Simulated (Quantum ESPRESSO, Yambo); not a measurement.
# Quasiparticle gap of MoS2 (2H monolayer) in Yambo, part 3 of 3

Aim: the G0W0 gap of MoS2 (2H monolayer) on PBE with spin-orbit coupling, step by step.

Quantum ESPRESSO 7.5 and Yambo 5.3.0; PBE and many-body steps on it, plane waves. Known limits of the many-body steps: not at the basis limit.

So far. Step 3 (Bands along the symmetry lines): The gap is 1.598 eV, as in the run before at this level. Step 4 (Empty states on the mesh, 6×6×1 mesh, 178 bands): On this mesh the gap is 1.598 eV.

## Step 6: Screening and self-energy, 6×6×1 mesh, 178 bands, screening to 129.3 eV

G0W0 replaces the xc potential by the self-energy, built once from these orbitals. Only a window of levels is corrected, while the sums run over the empty bands that the input names.

This step: G0W0 on PBE with spin-orbit coupling, plane waves, norm-conserving pseudopotentials.

gw3.in

```
HF_and_locXC
gw0
dyson
ppa
em1d
rim_cut
rim_w
RandQpts= 3000000
RandGvec= 100 RL
CUTGeo= "slab z"
RandGvecW= 9 RL
EXXRLvcs= 72 Ry
VXCRLvcs= 288 Ry
Chimod= "HARTREE"
% BndsRnXp
 1 | 178 |
%
NGsBlkXp= 9.5 Ry
% LongDrXp
 1 | 1 | 0 |
%
% GbndRnge
 1 | 178 |
%
DysSolver= "n"
ExtendOut
PPAPntXp= 27.21138 eV
% QPkrange
 7 | 7 | 23 | 30 |
 1 | 1 | 23 | 30 |
%
```

Started as:

```console
OMP_NUM_THREADS=1 mpirun -n 4 yambo -F gw3.in -J gw3 -C gw3 > gw3.log
```

Output:

```text
 Yambo, version 5.3.0

 [02] CORE Variables Setup
 =========================

  [... cell, symmetries and grids as in the set-up ...]

  [02.05] Energies & Occupations
  ==============================

  [X] === General ===
  [X] Electronic Temperature                        :  0.000000  0.000000 [eV K]
  [X] Bosonic    Temperature                        :  0.000000  0.000000 [eV K]
  [X] Finite Temperature mode                       : no
  [X] El. density                                   :  0.18495E+24 [cm-3]
  [X] Fermi Level                                   :  0.324314 [eV]

  [X] === Gaps and Widths ===
  [X] Conduction Band Min                           :  1.597816 [eV]
  [X] Valence Band Max                              :  0.000000 [eV]
  [X] Filled Bands                                  :  26
  [X] Empty Bands                                   :   27  178
  [X] Direct Gap                                    :  1.597816 [eV]
  [X] Direct Gap localized at k                     :   7
  [X] Indirect Gap                                  :  1.597816 [eV]
  [X] Indirect Gap between kpts                     :   7   7
  [X] Last valence band width                       :  1.013863 [eV]
  [X] 1st conduction band width                     :  1.055872 [eV]

 [03] Transferred momenta grid and indexing
 ==========================================

 IBZ Q-points                                      :   7
 BZ  Q-points                                      :   36

 K/Q-points units:
 rlu = crystal or reduced units; cc = cartesian coordinates; iku = interal k-units

 Q [1]          [rlu]:  0.000000  0.000000  0.000000
 Q [2]          [rlu]:  0.21255E-16  0.16667       0.0000
 Q [3]          [rlu]:  0.42510E-16  0.33333       0.0000
 Q [4]          [rlu]: -0.63764E-16 -0.50000       0.0000
 Q [5]          [rlu]:  0.166667  0.166667  0.000000
 Q [6]          [rlu]:  0.166667  0.333333  0.000000
 Q [7]          [rlu]:  0.333333  0.333333  0.000000

 [04] Coloumb potential Random Integration (RIM)
 ===============================================

 Performing RIM of v_slab

  [04.01] RIM initialization
  ==========================

  * Diagonal components only detected *

  8 x (sBL volume)        :  0.058105 [a.u.]
  sBZ random points       :  3000000
  Points outside the sBZ  :  24000829
  RL volume               :  0.261471 [a.u.]
  Integrated volume       :  0.261462 [a.u.]

  [04.02] RIM integrals
  =====================

  Gamma point sphere radius             :  0.047170 [a.u.]
  Points outside the sphere             :  2398884
  [Int_sBZ(q=0) 1/q^2]*(Vol_sBZ)^(-1/3) =:  7.613554
                                 should be <:  7.795600

  Summary of Coulomb integrals for non-metallic bands |Q|[au] RIM/Bare

  Q [1] 0.100000E-4 0.976648 * Q [2] 0.200893 1.066529
  Q [5] 0.347957 1.040626 * Q [3] 0.401786 1.032674
  Q [6] 0.531513 1.019833 * Q [4] 0.602679 1.015592
  Q [7] 0.695914 1.011635
  Non-periodic chartesian directions : none
  Optical renormalization            :  30.23562 [au]
  Polarizability dimension           : length

 [05] Coloumb potential CutOffslab
 =================================

 Cut directionsZ
 Slab Cutoff:Z
 Symmetry test passed : yes

 [06] Dipoles
 ============

  [06.01] Setup: observables and procedures
  =========================================

  [WARNING] [x,Vnl] slows the Dipoles computation. To neglect it rename the ns.kb_pp file

 [07] Dynamic Dielectric Matrix (PPA)
 ====================================

 [WR./gw3//ndb.pp]---------------------------------------------------------------
  Brillouin Zone Q/K grids (IBZ/BZ)                :    7   36    7   36
  RL vectors                                       :  12105 [WF]
  Coulomb cutoff potential                         : slab z
  Electronic Temperature                           :  0.000000 [K]
  Bosonic    Temperature                           :  0.000000 [K]
  PPA    diel. fun.  energies                      : Perdew, Burke & Ernzerhof(X)+Perdew, Burke & Ernzerhof(C)
  wavefunctions                                    : Perdew, Burke & Ernzerhof(X)+Perdew, Burke & Ernzerhof(C)
  Global Gauge                                     : length
  X matrix size                                    :   469
  X band range                                     :    1  178
  X e/h energy range                               : -1.000000 -1.000000 [eV]
  X Time ordering                                  : R
  X Hxc Kernel                                     : HARTREE
  X Drude frequency                                :  0.000000  0.000000
  X poles                                          :  100.0000 [o/o]
  RL vectors in the sum                            :  12105
  [r,Vnl] included                                 : yes
  Field direction                                  :  0.707107E-5  0.707107E-5   0.00000
  BZ energy Double Grid                            : no
  BZ energy DbGd points                            : 0
  BZ Q point size factor                           : -1.000000
  X Optical Averaged directions                    : none

 [08] Local Exchange-Correlation + Non-Local Fock
 ================================================

 [VXC] Plane waves :   78259
 [EXS] Plane waves :   9759

 QP @ state[ 1 ] K range:  1  1
 QP @ state[ 1 ] b range:  23  30
 QP @ state[ 2 ] K range:   7   7
 QP @ state[ 2 ] b range:  23  30

 [xc] Functional : Perdew, Burke & Ernzerhof(X)+Perdew, Burke & Ernzerhof(C)
 [xc] LIBXC used to calculate xc functional
  PP Number of Atomic Species                      :  2
  NLCC RL compoments                               :   78259
  PP Number of Atomic Species                      :  2
  NLCC RL compoments                               :   78259

 [xc] E_xc :  -12.42012 [Ha]
      E_xc :  -24.84023 [Ry]

  Local XC kind (lXC) : Perdew, Burke & Ernzerhof(X)+Perdew, Burke & Ernzerhof(C)
  Non-Local XC kind (nlXC) : Hartree-Fock

  Corrections @ K [1] :  [eV]
 <23|nlXC|23> = -17.77183  0.18382E-17 <23|lXC|23> = -16.05269  0.10142E-16
 <24|nlXC|24> = -17.77183 -0.23387E-17 <24|lXC|24> = -16.05269 -0.17402E-16
 <25|nlXC|25> = -16.32412 -0.16024E-16 <25|lXC|25> = -15.33909  0.37763E-15
 <26|nlXC|26> = -16.32412 -0.19605E-17 <26|lXC|26> = -15.33909  0.000000
 <27|nlXC|27> = -11.20521  0.37203E-18 <27|lXC|27> = -15.62992 -0.58544E-17
 <28|nlXC|28> = -11.20521  0.17369E-17 <28|lXC|28> = -15.62992 -0.25354E-16
 <29|nlXC|29> = -11.12454 -0.82520E-18 <29|lXC|29> = -15.59643  0.66050E-17
 <30|nlXC|30> = -11.12454  0.24325E-17 <30|lXC|30> = -15.59643  0.88277E-17

  Corrections @ K [7] :  [eV]
 <23|nlXC|23> = -17.64762  0.91778E-18 <23|lXC|23> = -14.51045 -0.37763E-15
 <24|nlXC|24> = -17.60049 -0.11563E-16 <24|lXC|24> = -14.47444  0.000000
 <25|nlXC|25> = -17.00612  0.13096E-16 <25|lXC|25> = -16.42927  0.47204E-16
 <26|nlXC|26> = -16.69673  0.19805E-17 <26|lXC|26> = -16.28231 -0.94408E-16
 <27|nlXC|27> = -13.48609 -0.36089E-17 <27|lXC|27> = -17.57603  0.000000
 <28|nlXC|28> = -13.40767  0.42826E-17 <28|lXC|28> = -17.56679 -0.47204E-16
 <29|nlXC|29> = -10.38391 -0.12683E-17 <29|lXC|29> = -15.33433  0.23602E-16
 <30|nlXC|30> = -10.42129 -0.27804E-17 <30|lXC|30> = -15.38259 -0.47204E-16

  [08.01] Hartree-Fock occupations report
  =======================================

  [Hartree-Fock] === General ===
  [Hartree-Fock] Electronic Temperature             :  0.000000  0.000000 [eV K]
  [Hartree-Fock] Bosonic    Temperature             :  0.000000  0.000000 [eV K]
  [Hartree-Fock] Finite Temperature mode            : no
  [Hartree-Fock] El. density                        :  0.18495E+24 [cm-3]
  [Hartree-Fock] Fermi Level                        :  0.324314 [eV]

  [Hartree-Fock] === Gaps and Widths ===
  [Hartree-Fock] Conduction Band Min                :  1.840337 [eV]
  [Hartree-Fock] Valence Band Max                   : -0.341001 [eV]
  [Hartree-Fock] Filled Bands                       :  26
  [Hartree-Fock] Empty Bands                        :   27  178
  [Hartree-Fock] Direct Gap                         :  2.575013 [eV]
  [Hartree-Fock] Direct Gap localized at k          :  2
  [Hartree-Fock] Indirect Gap                       :  2.181338 [eV]
  [Hartree-Fock] Indirect Gap between kpts          :   2   5
  [Hartree-Fock] Last valence band width            :  0.696505 [eV]
  [Hartree-Fock] 1st conduction band width          :  5.238058 [eV]

 [09] Dyson equation: Newton solver
 ==================================

  [09.01] RIM-W interpolation
  ===========================

  [WARNING] RIM-W works only for 2D semiconductors with slab cutoff
  Found compatible q grid: 2D
  q_min[ 1 ]:  0.16667      0.49467E-11   0.0000     [rlu]
   0.166667  0.083333  0.000000 [iku]
  q_min[ 2 ]:  0.21255E-16  0.16667       0.0000     [rlu]
   0.21255E-16  0.16667       0.0000     [iku]
  G-vectors :   9
  G-vectors loaded:   65
  Number of interpolated frequencies:  2

  Evaluating coefficients q = 0
  Evaluating coefficients q = 0

  [09.02] RIM-W integrals
  =======================

  8 x (sBL volume)        :  0.058105 [a.u.]
  sBZ random points       :  3000000
  Points outside the sBZ  :  24000829
  RL volume               :  0.261471 [a.u.]
  Integrated volume       :  0.261462 [a.u.]

  [09.03] RIM integrals
  =====================

  Comparison between head Wc = W - v averages: < Wc > [au] RIM-W/RIM

   < -Wc [Q = 1] > 0.421167E-1 0.605978E-4 * < -Wc [Q = 2] > 0.005295 0.005079
   < -Wc [Q = 3] > 0.914253E-3 0.895735E-3 * < -Wc [Q = 4] > 0.307909E-3 0.304607E-3
   < -Wc [Q = 5] > 0.001334 0.001300 * < -Wc [Q = 6] > 0.435429E-3 0.430374E-3
   < -Wc [Q = 7] > 0.207569E-3 0.206155E-3

  Comparison between head Wc = W - v averages: < Wc > [au] RIM-W/RIM

   < -Wc [G = 1,G`=0] > 0.421167E-1 0.605978E-4 * < -Wc [G = 2,G`=0] >-0.002932 0.000000
   < -Wc [G = 3,G`=0] >-0.002932 0.000000 * < -Wc [G = 4,G`=0] > 0.518229E-4  0.00000
   < -Wc [G = 5,G`=0] > 0.518229E-4  0.00000 * < -Wc [G = 6,G`=0] > 0.166626E-3  0.00000
   < -Wc [G = 7,G`=0] > 0.166626E-3  0.00000 * < -Wc [G = 8,G`=0] >-0.394941E-4  0.00000
   < -Wc [G = 9,G`=0] >-0.394941E-4  0.00000

 [10] G0W0 (W PPA)
 =================

 [  GW  ] Bands range     :    1  178
 [GW/PPA] G damping       :  0.100000 [eV]

 QP @ state[ 1 ] K range:  1  1
 QP @ state[ 1 ] b range:  23  30
 QP @ state[ 2 ] K range:   7   7
 QP @ state[ 2 ] b range:  23  30

  Sc/G bands                                       :    1  178
  Sc/G damping                                     :  0.100000 ev
  Sc bands terminator                              : no
  Sx RL components                                 :   9759

  QP @ state[ 1 ] K range                          :  1  1
  QP @ state[ 1 ] b range                          :  23  30
  QP @ state[ 2 ] K range                          :   7   7
  QP @ state[ 2 ] b range                          :  23  30
  GF energies kind                                 : Perdew, Burke & Ernzerhof(X)+Perdew, Burke & Ernzerhof(C)
  GF WF`s kind                                     : Perdew, Burke & Ernzerhof(X)+Perdew, Burke & Ernzerhof(C)
  Xs energies kind                                 : Perdew, Burke & Ernzerhof(X)+Perdew, Burke & Ernzerhof(C)
  Xs WF`s kind                                     : Perdew, Burke & Ernzerhof(X)+Perdew, Burke & Ernzerhof(C)

 [14] Game Over & Game summary
```

Run time: 11 min. Hardware: 4 MPI ranks of Arm Neoverse V1, shared host; peak memory 4 GiB.

This step gave:

```yaml
g0w0_gap_on_the_points_computed: 2.526 eV
starting_gap_on_the_mesh: 1.598 eV
k_of_the_valence_top: 0.3333, 0.3333, 0
k_of_the_conduction_bottom: 0.3333, 0.3333, 0
least_direct_g0w0_gap_on_the_computed_points: 2.526 eV
z_at_the_valence_top: 0.7387
z_at_the_conduction_bottom: 0.7336
```

The gap on the mesh goes from 1.60 eV to 2.53 eV, a correction of +0.93 eV.

Limits: finite bands, cutoff and mesh. v1 is the top filled band, c1 the lowest empty one. Levels before and after the correction, in eV, zero at the valence-band top of each column:

```tsv
	conduction bottom	valence top
Kohn-Sham	1.60	0.00
G0W0	2.53	0.00
```

```tsv
	level	energy (eV)
Kohn-Sham	(0.333 0.333 0) v4	-2.215
Kohn-Sham	(0.333 0.333 0) v3	-2.191
Kohn-Sham	(0.333 0.333 0) v2	-0.148
Kohn-Sham	(0.333 0.333 0) v1	0.000
Kohn-Sham	(0.333 0.333 0) c1	1.598
Kohn-Sham	(0.333 0.333 0) c2	1.601
Kohn-Sham	(0.333 0.333 0) c3	2.986
Kohn-Sham	(0.333 0.333 0) c4	3.017
G0W0	(0.333 0.333 0) v4	-2.742
G0W0	(0.333 0.333 0) v3	-2.722
G0W0	(0.333 0.333 0) v2	-0.145
G0W0	(0.333 0.333 0) v1	0.000
G0W0	(0.333 0.333 0) c1	2.526
G0W0	(0.333 0.333 0) c2	2.532
G0W0	(0.333 0.333 0) c3	3.841
G0W0	(0.333 0.333 0) c4	3.876
```

## Step 7: Where the time went

Times are wall times on the hardware named with each run, good to a factor of about two.

```tsv
step	time	share	memory (GiB)
ground state	2.2 min	13 %	1.0
bands along the symmetry lines	66 s	7 %	0.63
empty states on the mesh	2.1 min	13 %	1.5
conversion and set-up	3.5 s	0 %	0.25
screening and self-energy	11 min	67 %	4.0
```

## Step 8: Summary of results

| Property | Result |
| --- | --- |
| PBE gap | 1.60 eV, direct |
| G0W0 gap on the mesh | 2.53 eV |
| GW settings | 6×6×1 mesh, 178 bands, screening to 129.3 eV, Godby-Needs plasmon pole |
| known limits | not at the basis limit |

G0W0 moves the gap on the mesh from 1.60 eV to 2.53 eV (+0.93 eV), with Z of 0.74 and 0.73 at the edges. Only 2 of the mesh's irreducible points were corrected, so a valley elsewhere could overtake. The dearest step here is «screening and self-energy». Against experiment, by G0W0@PBE: the gap of 2.53 eV lies +0.83 eV from the measured 1.7 eV (electronic, 4.3 K, on graphite, 2024); the gap of 2.53 eV lies +0.53 eV from the measured 2 eV (electronic, 300 K, on HOPG, 2018); the direct gap of 2.53 eV lies +0.68 eV from the measured 1.85 eV (exciton, on sapphire, 2014); the gap of 2.53 eV lies +0.20 eV from the measured 2.33 eV (electronic, 300 K, on hBN, 2019); the direct gap of 2.53 eV lies +0.69 eV from the measured 1.84 eV (exciton, 300 K, 2019). An exciton line or allowed optical edge lies below the quasiparticle gap by the binding energy; a forbidden edge can push the onset above it. The computed sheet is free-standing; a substrate or cover screens it further and lowers both gap and binding, while the exciton line moves little. The calculation has static nuclei and no excitons; a measured gap holds zero-point and thermal motion, which mostly lowers it. Bands and cutoff are finite, so the gap is not at the basis limit. The miss can reach some tenths of an eV and take either sign; the mesh is an error of its own. In the G0W0 run levels were corrected at 2 k points alone, so a gap called «on the mesh» is the least over those, and an edge elsewhere would be missed.

[Paths, hosts, dates, memory and timing lines, banners, echoed tables and standing remarks are left out of the program output.]

[Logs are printed without paths, hosts, clocks, repeated set-up lines and the standing remarks that a program may print on its own settings, such as how far it seeks lower states.]

[Runs of the session that timed out or met a known fault of the program may be left out.]

[Hosts, paths, dates, database ids (printed as entryN), source tags and the programs' standing remarks are cut or masked in the printed files.]
